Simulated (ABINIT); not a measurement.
Runs of ABINIT 10.8.3 (patched build) on Al. The structure is hexagonal, space group P6_3/mmc (No. 194). Conventional cell: a = 2.812 Å, b = 2.812 Å, c = 4.867 Å, α = 90.00°, β = 90.00°, γ = 120.00°. Al (site symmetry -6m2) has 12 Al at 2.81 to 2.93 Å as nearest neighbours. This isn't the form of Al at room conditions, which is fcc.

| level | gap on the mesh (eV) | pressure (GPa) |
| --- | --- | --- |
| r2SCAN | none | (b) |
| SCAN | none | -0.8 |
| BLYP | none | 4.0 |
| AM05 | none | (a) |
| PBEsol | none | -1.1 |

Alike in all rows: task band structure; potentials or basis JTH PAW PBE v2.0; no spin polarisation; cell as given; k mesh 11 × 11 × 6; cutoff (eV) 490; smearing fermi-dirac 0.05 eV.

Q: Estimate the missing entries.

A: (a) -1.9; (b) -2.4.

Caveats: the PAW data sets were made with another functional, which shifts forces and pressure a little.

A gap of «none» marks a metal or a gap under the smearing width.
